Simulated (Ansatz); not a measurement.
# Stack of 1T-SnSSe under 1T-ZrSSe, shifted by two thirds of the diagonal in a perpendicular field

What dipole does a perpendicular field induce in the stack of 1T-SnSSe under 1T-ZrSSe, shifted by two thirds of the diagonal, and does the gap follow? A positive field points along +c.

Method: plane-wave DFT, PBE-D3(BJ), Ansatz PAW, in Ansatz 0.2.0.

Most raw output is cut from this account.

## (1) The starting structure

The cell holds 6 atoms: 2 Se, 1 Sn, 2 S and 1 Zr. Its edges and angles: a = 3.763 Å, b = 3.763 Å, c = 47.800 Å, α = 90.0°, β = 90.0°, γ = 120.0°. Regions: layer 1: 1T-SnSSe, 3 atoms (1 Se, 1 Sn and 1 S); layer 2: 1T-ZrSSe, 3 atoms (1 Se, 1 Zr and 1 S). Vacuum lies along c.

## (2) Relaxation

The starting cell is a guess, so the in-plane lattice and the atoms are relaxed first, with the slab cut off from its images along the normal.

File input.yaml:

```yaml
crystal:
  lattice:
    - [3.7625, 0.0, 0.0]
    - [-1.88125, 3.2584205817, 0.0]
    - [0.0, 0.0, 47.8001287997]
  atoms:
    - { symbol: Se, position: [0.6666666667, 0.3333333333, 0.4121327807] }
    - { symbol: Sn, position: [0.0, 0.0, 0.4362633397] }
    - { symbol: S, position: [0.3333333333, 0.6666666667, 0.4549751552] }
    - { symbol: Se, position: [0.3333333333, 0.6666666667, 0.5187825147] }
    - { symbol: Zr, position: [0.6666666667, 0.3333333333, 0.5559096264] }
    - { symbol: S, position: [0.0, 0.0, 0.5878672193] }
  periodic: [true, true, false]
kpoints:
  mp_grid: { grid: [12, 12, 1] }
hamiltonian:
  xc: pbe
  dispersion: d3bj
scf:
  occupations: { method: fermi_dirac, width: 0.05 }
  convergence: { dr2_threshold: 1.0e-09 }
relax:
  f_tol: 0.004
  max_steps: 90
  cell: {}
output:
  write_potential: true
  write_density: true
  volumetric_format: npy
```

Launch:

```sh
> ansatz run input.yaml --threads 2 --pin off --max-ram 3072MiB --backend cpu --events-out ev --progress --plain --runs-dir out
```

Wall time 13 min (2 threads of Intel Xeon at 2.50GHz (Skylake/Cascade Lake), shared host); peak memory 1.1 GiB.

Step by step:

```tsv
step	energy less that of the first step (eV)	largest force component (eV/Å)	volume (Å³)
1	0.0000	5.3447	586.02
2	-1.7344	3.0020	592.40
3	-2.6596	1.4244	590.02
4	-2.9813	0.4599	583.81
5	-3.1067	0.1285	577.50
6	-3.1321	0.0870	573.96
7	-3.1390	0.0188	573.47
8	-3.1393	0.0024	572.80
9	-3.1393	0.0021	572.72
10*	-3.1388	0.0024	572.72
```

Relaxation steps marked * repeat the geometry before them on a plane-wave basis chosen anew for their cell, so energy and pressure can jump there.

Forces are held to the 6 operations that the run works with; a distortion that breaks them can't arise in this run.

```tsv
cell as run	before	after	change
a (Å)	3.763	3.720	-1.1 %
b (Å)	3.763	3.720	-1.1 %
```

The atoms that moved most (Å, along periodic axes as changes of fractional coordinates times the final cell, across vacuum about the mean position):

```tsv
atom	dx	dy	dz	length
Se1	0.000	0.000	-0.963	0.963
Se4	0.000	0.000	0.591	0.591
Sn2	0.000	0.000	-0.487	0.487
Zr5	0.000	0.000	0.453	0.453
S6	0.000	0.000	0.318	0.318
S3	0.000	0.000	0.089	0.089
```

The relaxed structure:

```xyz
6
Lattice="3.7195 0.0000 0.0000 -1.8598 3.2212 0.0000 0.0000 0.0000 47.8001" Properties=species:S:1:pos:R:3
Se    1.8598    1.0737   18.7367
Sn    0.0000    0.0000   20.3660
S     0.0000    2.1475   21.8371
Se    0.0000    2.1475   25.3892
Zr    1.8598    1.0737   27.0252
S     0.0000    0.0000   28.4177
```

Numbers from this step:

```yaml
energy_at_zero_smearing: -22957.4063 eV
```

The lattice constant a goes from 3.763 to 3.720 Å.

## (3) Single point, field 0, start network

A sawtooth potential applies the field, turning back in the middle of the vacuum. With the dipole correction the typed value is the field outside the slab. The induced dipole is small, so the SCF threshold is tight.

The cell differs from the one that the last finished run ended in (c 47.800 → 27.681 Å).

File input.yaml:

```yaml
crystal:
  lattice:
    - [3.7195444886, 0.0, 0.0]
    - [-1.8597722443, 3.2212200177, 0.0]
    - [0.0, 0.0, 27.6809802091]
  atoms:
    - { symbol: Se, position: [0.6666666667, 0.3333333333, 0.325132995] }
    - { symbol: Sn, position: [0.0, 0.0, 0.3839938464] }
    - { symbol: S, position: [0.3333333333, 0.6666666667, 0.4371383684] }
    - { symbol: Se, position: [0.3333333333, 0.6666666667, 0.5654602765] }
    - { symbol: Zr, position: [0.6666666667, 0.3333333333, 0.6245607522] }
    - { symbol: S, position: [0.0, 0.0, 0.674867005] }
kpoints:
  mp_grid: { grid: [12, 12, 1] }
  band_path:
    path: [[0, 0, 0], [0.5, 0, 0], [0.33333333, 0.33333333, 0], [0, 0, 0]]
    npoints: 16
hamiltonian:
  xc: pbe
  dispersion: d3bj
scf:
  occupations: { method: fermi_dirac, width: 0.02585 }
  convergence: { dr2_threshold: 1.0e-10 }
efield:
  axis: 3
  dipole_correction: true
  ramp_position: 0.97
  ramp_width: 0.06
  amplitude: 0
output:
  dos: { projected: true, e_range: [-6, 5] }
  write_potential: true
  write_density: true
  volumetric_format: npy
  elf: true
```

Elapsed: 74 s, on 2 threads; peak memory 0.83 GiB.

This step gave:

```
dipole along the normal            : -0.02752 e·Å
gap along the path                 : 0.4054 eV
smallest direct gap along the path : 1.276 eV
step between the vacuum levels     : 0.4157 eV
ionisation energy, upper face      : 5.847 eV
electron affinity, upper face      : 5.442 eV
ionisation energy, lower face      : 5.432 eV
gap, the smaller of path and mesh  : 0.4054 eV
```

Running mean over a fixed 2.7 Å (it still follows the layers) of the planar mean; the ramp of the sawtooth is left out. Table of electron's electrostatic potential energy less the Fermi level by z:

```tsv
z (Å)	electron's electrostatic potential energy less the Fermi level (eV)
3.5	5.23
4.0	5.23
4.5	5.23
5.0	5.23
5.5	5.23
6.0	5.19
6.5	5.05
7.0	4.41
7.5	3.11
8.0	1.56
8.5	-0.171
9.0	-1.79
9.5	-2.83
10.0	-3.51
10.5	-4.05
11.0	-4.28
11.5	-3.67
12.0	-2.48
12.5	-1.03
13.0	0.856
13.5	2.50
14.0	3.05
14.5	2.27
15.0	0.707
15.5	-1.42
16.0	-4.48
16.5	-6.70
17.0	-7.63
17.5	-8.05
18.0	-7.55
18.5	-5.17
19.0	-1.90
19.5	0.640
20.0	2.81
20.5	4.59
21.0	5.42
21.5	5.60
22.0	5.64
22.5	5.65
23.0	5.65
23.5	5.65
24.0	5.65
24.5	5.65
```

The density of states has structure finer than the step of the table below, so its rows give means over 0.25 eV, whole bins alone (the curve runs from -6 to 2.19 eV). Peaks (eV: height): -4.430: 8.61, -3.490: 14.9, -2.860: 17.1, -2.690: 10.5, -1.780: 13.0, -0.760: 9.14, 1.220: 10.9.

Table of density of states by energy, zero at the Fermi level of the run, which the smearing sets inside the gap; means over each step:

```tsv
energy (eV)	density of states (states/eV a cell)
-5.50	0
-5.25	1.14
-5.00	1.76
-4.75	2.07
-4.50	3.13
-4.25	2.92
-4.00	5.05
-3.75	3.81
-3.50	8.15
-3.25	5.13
-3.00	6.29
-2.75	6.97
-2.50	4.96
-2.25	3.72
-2.00	4.88
-1.75	6.94
-1.50	5.38
-1.25	7.03
-1.00	3.93
-0.75	3.37
-0.50	0.415
-0.25	0.119
0.00	0
0.25	0.253
0.50	1.03
0.75	2.35
1.00	3.16
1.25	5.46
1.50	3.27
1.75	2.31
2.00	1.65
```

Projected DOS per atom over height of the atomic layer and energy from the Fermi level. Layers: Se Sn S Se Zr S from below.

Ten even steps from '0' (0.00 states/eV) to '9' (2.63 states/eV), each cell a mean:
```
000040
111030
222080
111040
010010
000000
000000
100201
402402
705713
706512
304412
102424
212369
325224
223647
112234
112122
111000
222000
000000
000000
```
Columns: height of the atomic layer (Å) from 9 to 18.7 (not evenly spaced); rows upwards: energy from the Fermi level (eV) from -5.96 to 2.14.

The electronic bands at the labelled points (eV, zero at the Fermi level of the run, which the smearing sets inside the gap):

```tsv
point	band 32	band 33	band 34	band 35	band 36	band 37	band 38	band 39
Γ	-0.67	-0.67	-0.20	-0.20	1.08	1.08	1.12	1.91
halfway	-1.81	-1.10	-0.90	-0.86	0.87	1.30	2.22	2.53
M	-1.89	-1.36	-1.24	-1.15	0.21	0.52	2.69	2.99
halfway	-2.15	-1.92	-1.71	-1.39	0.96	1.23	2.59	2.75
K	-2.39	-2.14	-1.66	-1.63	1.23	1.82	2.33	2.59
halfway	-1.82	-1.75	-1.41	-0.87	1.40	1.62	1.82	2.83
Γ	-0.67	-0.67	-0.20	-0.20	1.08	1.08	1.12	1.91
```

ELF in the ca plane at fractional y = 0.000, with atoms of Sn and S within 0.2 Å of it. It is the smooth field of the valence electrons, not physical close to the nuclei.

Ten even steps from '0' (0.00) to '9' (0.79), each cell a mean:
```
00000000000000000000223100232100000000001137
00000000000000000112333222333210000012332125
00000000000000012456664333356642000256774212
00000000000000125788876323578885101589996211
00000000000000136899886312589997201699996321
00000000000000136899886322589986201689996321
00000000000000013677775323467764101468885211
00000000000000001234553333344321000134553113
00000000000000000001233101232100000001111137
00000000000000000000123000232000000000000138
```
Columns run along c (16.0 Å, from fractional 0.07 to 0.64 of the cell), rows up along a (3.7 Å). Atoms in or near the plane, at fractional coordinates: Sn at (0.38, 0.00).

Electrostatic potential energy in the ca plane at fractional y = 0.000, with atoms of Sn and S within 0.2 Å of it. With pseudopotentials it is smooth inside the atoms' cores, unlike the true potential.

Values in units of 1e0 eV, 6 rows by 16 columns, each cell a mean:
```
 5.9  5.9  5.9  5.9  5.9  5.7  5.0  0.0 -5.8 -6.5  0.7  5.3  5.8  5.3  4.2  2.1
 5.9  5.9  5.9  5.9  5.9  5.7  4.1  1.1 -6.7 -6.3  1.9  5.1  5.6  3.7  1.6 -1.6
 5.9  5.9  5.9  5.9  5.9  5.6  2.6 -1.7  1.3  1.2  0.0  4.5  5.4  0.9 -2.3 -7.5
 5.9  5.9  5.9  5.9  5.9  5.6  3.0 -0.8  0.1  0.1  0.7  4.6  5.4  1.7 -1.2 -5.9
 5.9  5.9  5.9  5.9  5.9  5.7  4.5  1.2 -9.5 -9.1  1.9  5.2  5.7  4.4  2.7  0.1
 5.9  5.9  5.9  5.9  5.9  5.7  5.0 -0.6 -2.9 -3.7  0.1  5.3  5.8  5.4  4.5  2.5
```
Columns run along c (16.0 Å, from fractional 0.07 to 0.64 of the cell; values clipped at the 3rd and 97th percentile), rows up along a (3.7 Å). Atoms in or near the plane, at fractional coordinates: Sn at (0.38, 0.00).

Valence density in the ca plane at fractional y = 0.000, with atoms of Sn and S within 0.2 Å of it. It is the smooth field of the valence electrons, not physical close to the nuclei.

Values in units of 1e0 e/Å³, 6 rows by 16 columns, each cell a mean:
```
0.0 0.0 0.0 0.0 0.0 0.0 0.0 0.2 3.7 3.3 0.1 0.0 0.0 0.0 0.1 0.2
0.0 0.0 0.0 0.0 0.0 0.0 0.1 0.2 0.4 0.4 0.2 0.0 0.0 0.1 0.2 0.2
0.0 0.0 0.0 0.0 0.0 0.0 0.1 0.3 0.2 0.2 0.3 0.1 0.0 0.3 0.4 0.3
0.0 0.0 0.0 0.0 0.0 0.0 0.1 0.3 0.2 0.2 0.3 0.1 0.0 0.2 0.3 0.3
0.0 0.0 0.0 0.0 0.0 0.0 0.1 0.2 0.8 0.8 0.2 0.0 0.0 0.1 0.1 0.2
0.0 0.0 0.0 0.0 0.0 0.0 0.0 0.2 5.6 5.0 0.1 0.0 0.0 0.0 0.1 0.2
```
Columns run along c (16.0 Å, from fractional 0.07 to 0.64 of the cell), rows up along a (3.7 Å). Atoms in or near the plane, at fractional coordinates: Sn at (0.38, 0.00).

The gap is 0.41 eV, with the valence edge 5.85 eV and the conduction edge 5.44 eV under the upper vacuum level.

## (4) Atoms held, field 0.1 V/Å

input.yaml, as its differences from that of step 3:

```diff
@@ -26,7 +26,6 @@
   dipole_correction: true
-  ramp_position: 0.97
-  ramp_width: 0.06
-  amplitude: 0
+  ramp_position: 0.9548
+  ramp_width: 0.0849
+  amplitude: 0.1
 output:
-  dos: { projected: true, e_range: [-6, 5] }
   write_potential: true
@@ -34,2 +33 @@
   volumetric_format: npy
-  elf: true
```

The job ended after 73 s (2 threads; peak memory 0.74 GiB).

The dipole is 0.0410 e·Å, 0.0685 e·Å from its value without field, and the gap 0.275 eV.

## (5) Atoms held, field -0.1 V/Å

input.yaml, as its differences from that of step 4:

```diff
@@ -28,3 +28,3 @@
   ramp_width: 0.0849
-  amplitude: 0.1
+  amplitude: -0.1
 output:
```

Elapsed: 75 s, on 2 threads; peak memory 0.74 GiB.

The dipole is -0.0959 e·Å, -0.0684 e·Å from its value without field, and the gap 0.537 eV.

## (6) Response, atoms held

This step: plane-wave DFT, PBE-D3(BJ), Ansatz PAW; response to a field along the normal, atoms held (Ansatz 0.2.0).

The dipoles give the slope, and the difference of two potentials shows where the field is screened.

This step gave:

```yaml
equivalent_conductor_thickness_p_eps_0ae: 10.34 Å
distance_between_the_outer_atoms: 9.681 Å
```

The dipole of the cell by applied field:

```tsv
applied field (V/Å)	dipole of the cell (e·Å)
-0.1000	-0.0959
0.0000	-0.0275
0.1000	0.0410
```

Local field over the applied field, running mean. From the potentials at -0.1 and 0.1 V/Å; running mean over 2.8 Å. Table of local field over applied field by z:

```tsv
z (Å)	local field over applied field
4.5	0.998
5.0	0.995
5.5	0.985
6.0	0.959
6.5	0.897
7.0	0.782
7.5	0.630
8.0	0.464
8.5	0.299
9.0	0.169
9.5	0.0907
10.0	0.0560
10.5	0.0443
11.0	0.0566
11.5	0.0913
12.0	0.153
12.5	0.240
13.0	0.333
13.5	0.391
14.0	0.396
14.5	0.354
15.0	0.267
15.5	0.166
16.0	0.0884
16.5	0.0526
17.0	0.0451
17.5	0.0547
18.0	0.0921
18.5	0.177
19.0	0.303
19.5	0.458
20.0	0.620
20.5	0.775
21.0	0.895
21.5	0.960
22.0	0.986
22.5	0.996
23.0	0.999
23.5	1.000
```

Electrons, planar mean, per unit field. Induced electron density against z:

z (Å), induced electron density (e/Å³ per V/Å) and a bar from the least value:
```
      4.5    0.00001 ###############
      5.0    0.00002 ###############
      5.5    0.00005 ################
      6.0    0.00016 ################
      6.5    0.00045 #################
      7.0    0.00115 ####################
      7.5    0.00251 ##########################
      8.0    0.00355 ##############################
      8.5    0.00197 #######################
      9.0    0.00091 ###################
      9.5    0.00043 #################
     10.0   -0.00105 ###########
     10.5   -0.00026 ##############
     11.0    0.00073 ##################
     11.5    0.00016 ################
     12.0   -0.00077 ############
     12.5   -0.00158 #########
     13.0   -0.00274 ####
     13.5   -0.00138 ##########
     14.0    0.00065 ##################
     14.5    0.00255 ##########################
     15.0    0.00244 #########################
     15.5    0.00057 ##################
     16.0    0.00043 #################
     16.5   -0.00022 ##############
     17.0   -0.00054 #############
     17.5    0.00019 ################
     18.0    0.00011 ################
     18.5   -0.00055 #############
     19.0   -0.00168 ########
     19.5   -0.00373 
     20.0   -0.00271 ####
     20.5   -0.00120 ##########
     21.0   -0.00044 ##############
     21.5   -0.00015 ###############
     22.0   -0.00005 ###############
     22.5   -0.00001 ###############
     23.0    0.00000 ###############
     23.5    0.00000 ###############
```

The smaller of the gaps on the path and on the k-mesh, counted as 0 under 0.03 eV. Table of gap by applied field:

```tsv
applied field (V/Å)	gap (eV)
-0.1000	0.537
0.0000	0.405
0.1000	0.276
```

By hand: between -0.1 and 0.1 V/Å the dipole changes by 0.1369 e·Å, a slope of 0.6847 e·Å²/V. A perfect conductor of thickness t has p = ε₀AEt, so t = 180.95 × 0.6847 / 11.981 = 10.34 Å (e/ε₀ = 180.95 V·Å, A in Å²).

The induced dipole is that of a conductor 10.34 Å thick.

## (7) Summary of results

```
gap without field                          : 0.405 eV
ionisation energy, upper face              : 5.85 eV
electron affinity, upper face              : 5.44 eV
step between the vacuum levels             : 0.416 eV
equivalent conductor thickness, atoms held : 10.3 Å
```

**Reading.** The induced dipole equals that of a perfect conductor 10.34 Å thick, while the outer atoms lie 9.68 Å apart; an out-of-plane ε follows only once a thickness t is chosen, by 1 − 1/ε = 10.34 Å / t. The two faces differ: the vacuum level above lies 0.42 eV higher than the one below. The gap goes from 0.41 eV to 0.54 eV at -0.1 V/Å. With the field reversed the gap is 0.28 eV at 0.1 V/Å. Semilocal functionals give gaps that are too small, and excitons are not included. Spin-orbit coupling is left out, which matters for the bands of elements this heavy.

[Logs are printed without paths, hosts, clocks, repeated set-up lines and the standing remarks that a program may print on its own settings, such as how far it seeks lower states.]

[Hosts, paths, dates, database ids (printed as entryN), source tags and the programs' standing remarks are cut or masked in the printed files.]

[Maps of the electrostatic potential energy from Ansatz leave out the sawtooth potential of an applied field or a dipole correction, so their vacuum need not be flat; planar profiles and work functions include it.]

[The density of states shown here was stored with 400 of the rows of the run's finer table, so its peaks can read low, often by over a quarter, or be missed, and its means over a window can be off by a tenth or more.]
